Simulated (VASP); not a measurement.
# KF (F-43m) in VASP: a series of runs

Aim: see how the results for KF move with the level of theory and the settings. Levels: HSE06, PBE. Tasks: single point.

Program: VASP 6.6.1. These are calculated values, not measurements. Logs are shortened: lines on timing, memory, paths and dates and some standing lists are left out, and cuts for length are marked.

**1. Starting point**

The structure is cubic, space group F-43m (No. 216). Conventional cell: a = 5.871 Å, b = 5.871 Å, c = 5.871 Å, α = 90.00°, β = 90.00°, γ = 90.00°. K (site symmetry -43m) has 4 F at 2.54 Å as nearest neighbours. F (site symmetry -43m) has 4 K at 2.54 Å as nearest neighbours.

The cell was built by a generator and needn't be a form met in nature.

**2. Single point, HSE06**

POSCAR reads:

```
KF
1.0
    0.0000000000      2.9354014298      2.9354014298
    2.9354014298      0.0000000000      2.9354014298
    2.9354014298      2.9354014298      0.0000000000
K F
1 1
Direct
    0.0000000000      0.0000000000      0.0000000000
    0.2500000000      0.2500000000      0.2500000000
```

INCAR.step1 reads:

```
SYSTEM = KF
  ALGO = Normal
  EDIFF = 1E-5
  ENCUT = 520
  GGA = PE
  ISIF = 2
  ISMEAR = 0
  LASPH = .True.
  LREAL = .False.
  LWAVE = .True.
  NBANDS = 15
  NELM = 60
  PREC = Accurate
  SIGMA = 0.01
```

INCAR.step2 reads:

```
SYSTEM = KF
  ALGO = Normal
  EDIFF = 1E-6
  ENCUT = 520
  GGA = PE
  HFSCREEN = 0.2079
  ISIF = 2
  ISMEAR = 0
  ISTART = 1
  LASPH = .True.
  LCHARG = .True.
  LELF = .True.
  LHFCALC = .True.
  LREAL = .False.
  LVHAR = .True.
  LWAVE = .False.
  NBANDS = 15
  NELM = 60
  PREC = Accurate
  PRECFOCK = Normal
  SIGMA = 0.01
```

KPOINTS reads:

```
k-points
0
Gamma
  4 4 4
  0 0 0
```

Potentials or basis: VASP PAW PBE potentials, release 64 (K_sv, F).

Run with:

```sh
> cat potpaw_PBE.64/K_sv/POTCAR potpaw_PBE.64/F/POTCAR > POTCAR
> cp INCAR.step1 INCAR
> mpirun -np 1 vasp_std > vasp.out
> cp INCAR.step2 INCAR
> mpirun -np 1 vasp_std > vasp.out
```

OUTCAR:

```text
SYSTEM = KF
   EDIFF = 1E-6
   ENCUT = 520
   GGA = PE
   HFSCREEN = 0.2079
   ISIF = 2
   ISMEAR = 0
   ISTART = 1
   LASPH = .True.
   LHFCALC = .True.
   LREAL = .False.
   NELM = 60
   PREC = Accurate
   PRECFOCK = Normal

 ion  position               nearest neighbor table
   1  0.000  0.000  0.000-   2 2.54   2 2.54   2 2.54   2 2.54
   2  0.250  0.250  0.250-   1 2.54   1 2.54   1 2.54   1 2.54

  LATTYP: Found a face centered cubic cell.
 ALAT       =     5.8708028596

  Lattice vectors:

 A1 = (   0.0000000000,   2.9354014298,   2.9354014298)
 A2 = (   2.9354014298,   0.0000000000,   2.9354014298)
 A3 = (   2.9354014298,   2.9354014298,   0.0000000000)

Analysis of symmetry for initial positions (statically):
=====================================================================
 Subroutine PRICEL returns:
 Original cell was already a primitive cell.

 Routine SETGRP: Setting up the symmetry group for a
 face centered cubic supercell.

 Subroutine GETGRP returns: Found 24 space group operations
 (whereof 24 operations were pure point group operations)
 out of a pool of 48 trial point group operations.

The static configuration has the point symmetry T_d .

Analysis of symmetry for dynamics (positions and initial velocities):
=====================================================================
 Subroutine PRICEL returns:
 Original cell was already a primitive cell.

 Routine SETGRP: Setting up the symmetry group for a
 face centered cubic supercell.

 Subroutine GETGRP returns: Found 24 space group operations
 (whereof 24 operations were pure point group operations)
 out of a pool of 48 trial point group operations.

The dynamic configuration has the point symmetry T_d .

 Subroutine INISYM returns: Found 24 space group operations
 (whereof 24 operations are pure point group operations),
 and found     1 'primitive' translations

----------------------------------------------------------------------------------------

                                     Primitive cell

  volume of cell :      50.5863

  direct lattice vectors                    reciprocal lattice vectors
     0.000000000  2.935401430  2.935401430    -0.170334454  0.170334454  0.170334454
     2.935401430  0.000000000  2.935401430     0.170334454 -0.170334454  0.170334454
     2.935401430  2.935401430  0.000000000     0.170334454  0.170334454 -0.170334454

  length of vectors
     4.151284513  4.151284513  4.151284513     0.295027929  0.295027929  0.295027929

  position of ions in fractional coordinates (direct lattice)
     0.000000000  0.000000000  0.000000000
     0.250000000  0.250000000  0.250000000

  ion indices of the primitive-cell ions
   primitive index   ion index
                 1           1
                 2           2

----------------------------------------------------------------------------------------

 KPOINTS: k-points

Automatic generation of k-mesh.
 Grid dimensions read from file:
 generate k-points for:    4    4    4

 Generating k-lattice:

  Cartesian coordinates                     Fractional coordinates (reciprocal lattice)
    -0.042583614  0.042583614  0.042583614     0.250000000  0.000000000  0.000000000
     0.042583614 -0.042583614  0.042583614     0.000000000  0.250000000  0.000000000
     0.042583614  0.042583614 -0.042583614     0.000000000  0.000000000  0.250000000

  Length of vectors
     0.073756982  0.073756982  0.073756982

  Shift w.r.t. Gamma in fractional coordinates (k-lattice)
     0.000000000  0.000000000  0.000000000

 Subroutine IBZKPT returns following result:
 ===========================================

 Found      8 irreducible k-points:

 Following reciprocal coordinates:
            Coordinates               Weight
  0.000000  0.000000  0.000000      1.000000
  0.250000  0.000000  0.000000      8.000000
  0.500000  0.000000  0.000000      4.000000
  0.250000  0.250000  0.000000      6.000000
  0.500000  0.250000  0.000000     24.000000
 -0.250000  0.250000  0.000000     12.000000
  0.500000  0.500000  0.000000      3.000000
 -0.250000  0.500000  0.250000      6.000000
   k-points           NKPTS =      8   k-points in BZ     NKDIM =     64   number of bands    NBANDS=     15
   number of dos      NEDOS =    301   number of ions     NIONS =      2
   total plane-waves  NPLWV =  32768
   dimension x,y,z NGX =    32 NGY =   32 NGZ =   32
   dimension x,y,z NGXF=    64 NGYF=   64 NGZF=   64
   ions per type =               1   1
   NGX,Y,Z   is equivalent  to a cutoff of  12.81, 12.81, 12.81 a.u.
   NGXF,Y,Z  is equivalent  to a cutoff of  25.63, 25.63, 25.63 a.u.
 SYSTEM =  KF
   PREC   = accura    normal or accurate (medium, high low for compatibility)
   ISTART =      1    job   : 0-new  1-cont  2-samecut
   ICHARG =      0    charge: 1-file 2-atom 10-const
   ISPIN  =      1    spin polarized calculation?
   LNONCOLLINEAR =      F non collinear calculations
   LSORBIT =      F    spin-orbit coupling
   LASPH  =      T    aspherical Exc in radial PAW
   ENCUT  =  520.0 eV  38.22 Ry    6.18 a.u.   7.72  7.72  7.72*2*pi/ulx,y,z
   NELM   =     60;   NELMIN=  2; NELMDL=  0     # of ELM steps
   EDIFF  = 0.1E-05   stopping-criterion for ELM
   LREAL  =      F    real-space projection
   EDIFFG = 0.1E-04   stopping-criterion for IOM
   NSW    =      0    number of steps for IOM
   IBRION =     -1    ionic relax: 0-MD 1-quasi-New 2-CG
   NFREE  =      0    steps in history (QN), initial steepest desc. (CG)
   ISIF   =      2    stress and relaxation
   ISYM   =      3    0-nonsym 1-usesym 2-fastsym
   POTIM  = 0.5000    time-step for ionic-motion
   TEBEG  =    0.0;   TEEND  =   0.0 temperature during run
   PSTRESS=    0.0 pullay stress
   NELECT =      16.0000    total number of electrons
   NUPDOWN=      -1.0000    fix difference up-down
   EMIN   =  10.00;   EMAX   =-10.00  energy-range for DOS
   EFERMI =   0.00;   METHOD = LEGACY
   ISMEAR =     0;   SIGMA  =   0.01  broadening in eV -4-tet -1-fermi 0-gaus
   EFERMI_NEDOS =   21; number of points for ismear=-14 and -15
   IALGO  =     38    algorithm
   IMIX   =      1    mixing-type and parameters
     AMIX     =   0.40;   BMIX     =  1.00
     AMIX_MAG =   1.60;   BMIX_MAG =  1.00
  volume/ion in A,a.u.               =      25.29       170.69
  Fermi-wavevector in a.u.,A,eV,Ry     =   1.115417  2.107833 16.927763  1.244155
  Thomas-Fermi vector in A             =   2.252022
   LORBIT       =      0    0 simple, 1 ext, 2 COOP (PROOUT), +10 PAW based schemes
   GGA     = PE    functional components
   LHFCALC =     T    Hartree Fock is set to
   PRECFOCK=normal    Normal, Fast or Accurate (Low or Medium for compatibility)
   ENCUT4O =  -1.0   cutoff for four orbital integrals eV
   NKREDX  =     1    reduce k-point grid by
   NKREDY  =     1    reduce k-point grid by
   NKREDZ  =     1    reduce k-point grid by
   AEXX    =    0.2500 exact exchange contribution
   HFSCREEN=    0.2079 screening length (either q_TF or 0.3 A-1)
   HFSCREENC=   0.2079 screening length for correlation (either q_TF or 0.3 A-1)
   ENCUTFOCK=  -1.0 apply spherical cutoff to Coloumb kernel
   IVDW    =     0    specifies the selected vdW correction
   LEPSILON=     F    determine dielectric tensor
   LRPA    =     F    only Hartree local field effects (RPA)
 non-spin polarized calculation
 Gauss-broadening in eV      SIGMA  =   0.01
  energy-cutoff  :      520.00
  volume of cell :       50.59
 maximum number of plane-waves:      1380
 NGX is ok and might be reduce to    32
  NGX = 24; NGY = 24; NGZ = 24

 number of electron      15.9999996 magnetization

 Free energy of the ion-electron system (eV)
  ---------------------------------------------------
  ext. energy  EPLUGINS =         0.00000000
  ---------------------------------------------------
  free energy    TOTEN  =        -9.77525727 eV

  energy without entropy =       -9.77525727  energy(sigma->0) =       -9.77525727

 E-fermi :  -5.0723     XC(G=0):  -5.8263

 val. band max:       -5.1839985979   @ k =  -0.2500   0.5000   0.2500
 cond. band min:       1.8409677013   @ k =   0.0000   0.0000   0.0000
 fundamental gap:      7.0249662992
 Fermi energy:        -5.0723442314

 k-point     1 :       0.0000    0.0000    0.0000
  band No.  band energies     occupation
      1     -32.9041      2.00000
      2     -25.2615      2.00000
      3     -14.9534      2.00000
      4     -14.9534      2.00000
      5     -14.9534      2.00000
      6      -5.3976      2.00000
      7      -5.3976      2.00000
      8      -5.3976      2.00000
      9       1.8410      0.00000
     10       8.9731      0.00000
     11       8.9731      0.00000
     12       9.0730      0.00000
     13       9.0730      0.00000
     14       9.0730      0.00000
     15      13.7739      0.00000

 k-point     2 :       0.2500    0.0000    0.0000
  band No.  band energies     occupation
      1     -32.8818      2.00000
      2     -25.3029      2.00000
      3     -15.0096      2.00000
      4     -14.9801      2.00000
      5     -14.9801      2.00000
      6      -5.4519      2.00000
      7      -5.3496      2.00000
      8      -5.3496      2.00000
      9       2.9669      0.00000
     10       7.9000      0.00000
     11       8.2232      0.00000
     12       8.2232      0.00000
     13       9.8375      0.00000
     14       9.8375      0.00000
     15      11.5424      0.00000
[... 77 lines left out ...]
      3     -15.0882      2.00000
      4     -15.0882      2.00000
      5     -14.9700      2.00000
      6      -5.6348      2.00000
      7      -5.1861      2.00000
      8      -5.1861      2.00000
      9       5.0132      0.00000
     10       5.1821      0.00000
     11       9.4474      0.00000
     12      10.1955      0.00000
     13      10.1955      0.00000
     14      10.2619      0.00000
     15      11.3555      0.00000

 k-point     8 :      -0.2500    0.5000    0.2500
  band No.  band energies     occupation
      1     -32.8444      2.00000
      2     -25.3706      2.00000
      3     -15.1548      2.00000
      4     -15.0926      2.00000
      5     -14.9032      2.00000
      6      -5.4585      2.00000
      7      -5.3465      2.00000
      8      -5.1840      2.00000
      9       5.0490      0.00000
     10       5.4626      0.00000
     11       8.5364      0.00000
     12       9.2418      0.00000
     13      10.2499      0.00000
     14      10.9277      0.00000
     15      10.9466      0.00000

------------------------ aborting loop because EDIFF is reached ----------------------------------------

  FORCE on cell =-STRESS in cart. coord.  units (eV):
  Direction    XX          YY          ZZ          XY          YZ          ZX
  --------------------------------------------------------------------------------------
  -------------------------------------------------------------------------------------
  Total        0.1648860      0.1648860      0.1648860     -0.0000000      0.0000000     -0.0000000
  in kB        5.2223004      5.2223004      5.2223004     -0.0000000      0.0000000     -0.0000000
  external PRESSURE =       5.2223004 kB  Pullay stress =       0.0000000 kB

 VOLUME and BASIS-vectors are now :
 -----------------------------------------------------------------------------
  energy-cutoff  :      520.00
  volume of cell :       50.59
      direct lattice vectors                 reciprocal lattice vectors
     0.000000000  2.935401430  2.935401430    -0.170334454  0.170334454  0.170334454
     2.935401430  0.000000000  2.935401430     0.170334454 -0.170334454  0.170334454
     2.935401430  2.935401430  0.000000000     0.170334454  0.170334454 -0.170334454

 POSITION                                       TOTAL-FORCE (eV/Angst)
 -----------------------------------------------------------------------------------
      0.00000      0.00000      0.00000         0.000000      0.000000      0.000000
      1.46770      1.46770      1.46770        -0.000000     -0.000000     -0.000000
 -----------------------------------------------------------------------------------
    total drift:                               -0.000001      0.000000      0.000000

  FREE ENERGIE OF THE ION-ELECTRON SYSTEM (eV)
  ---------------------------------------------------
  free  energy   TOTEN  =        -9.7752572749 eV

  energy  without entropy=       -9.7752572749  energy(sigma->0) =       -9.77525727
```

Wall time 5.5 min (1 thread of Intel Xeon Platinum 8488C (Sapphire Rapids), shared host); peak memory 0.28 GiB.

What came out:

| Quantity | Value |
| --- | --- |
| Free energy | -9.7753 eV |
| Pressure | 0.5 GPa |
| Band gap on the k mesh | 7.03 eV, indirect (least direct gap 7.24 eV) |

Levels at points of the mesh, in eV from the valence-band top:
```
           k point  band 6  band 7  band 8  band 9  band 10  band 11
(0.00, 0.00, 0.00)   -0.21   -0.21   -0.21    7.03    14.16    14.16
(0.50, 0.00, 0.00)   -0.27   -0.12   -0.12    9.93    11.17    13.15
(0.50, 0.50, 0.00)   -0.45    0.00    0.00   10.20    10.37    14.63
```

Caveat: the k mesh is coarse (spacing up to 0.46 Å⁻¹), so the values aren't converged, least of all with exact exchange; the PAW data sets were made with another functional, which shifts forces and pressure a little. A k mesh can miss the band edges.

**3. Single point, PBE**

INCAR reads:

```
SYSTEM = KF
PREC     = Accurate       ! precision mode
ENCUT    = 520            ! plane-wave cutoff, eV
EDIFF    = 1E-7           ! SCF threshold, eV
ISMEAR   = 0              ! smearing method
SIGMA    = 0.01           ! smearing width, eV
LREAL    = .False.        ! projectors in reciprocal space
LASPH    = .True.         ! aspherical terms in the spheres
NELM     = 60             ! most SCF steps
ALGO     = Normal         ! electronic algorithm
ISIF     = 2              ! what is computed and relaxed
LWAVE    = .False.        ! write WAVECAR
LCHARG   = .True.         ! write CHGCAR
GGA      = PE             ! functional
LELF     = .True.         ! ELF
LVHAR    = .True.       
NBANDS   = 15             ! bands
```

KPOINTS reads:

```
Automatic mesh
0
Gamma
  6 6 6
  0 0 0
```

POSCAR is that of step 2.

Potentials or basis: VASP PAW PBE potentials, release 64 (K_sv, F).

Run with:

```sh
> cat potpaw_PBE.64/K_sv/POTCAR potpaw_PBE.64/F/POTCAR > POTCAR
> mpirun -np 1 vasp_std > vasp.out
```

It took 15 s on 1 thread of Intel Xeon Platinum 8488C (Sapphire Rapids), shared host; peak memory 0.17 GiB.

The run converged. Its results:

```
Free energy            : -8.1213 eV
Pressure               : 0.9 GPa
Band gap on the k mesh : 5.16 eV, indirect (least direct gap 5.37 eV)
```

Levels at points of the mesh, in eV from the valence-band top:
| k point | band 5 | band 6 | band 7 | band 8 | band 9 | band 10 | band 11 | band 12 |
| --- | --- | --- | --- | --- | --- | --- | --- | --- |
| (0.00, 0.00, 0.00) | -9.59 | -0.21 | -0.21 | -0.21 | 5.16 | 11.76 | 11.76 | 11.90 |
| (0.50, 0.00, 0.00) | -9.64 | -0.27 | -0.12 | -0.12 | 8.01 | 9.21 | 10.90 | 10.90 |
| (0.50, 0.50, 0.00) | -9.62 | -0.45 | 0.00 | 0.00 | 8.26 | 8.38 | 12.31 | 12.91 |

A k mesh can miss the band edges. PBE gaps usually lie below the measured ones, often by a third to a half.

[end of part 1 of 2]
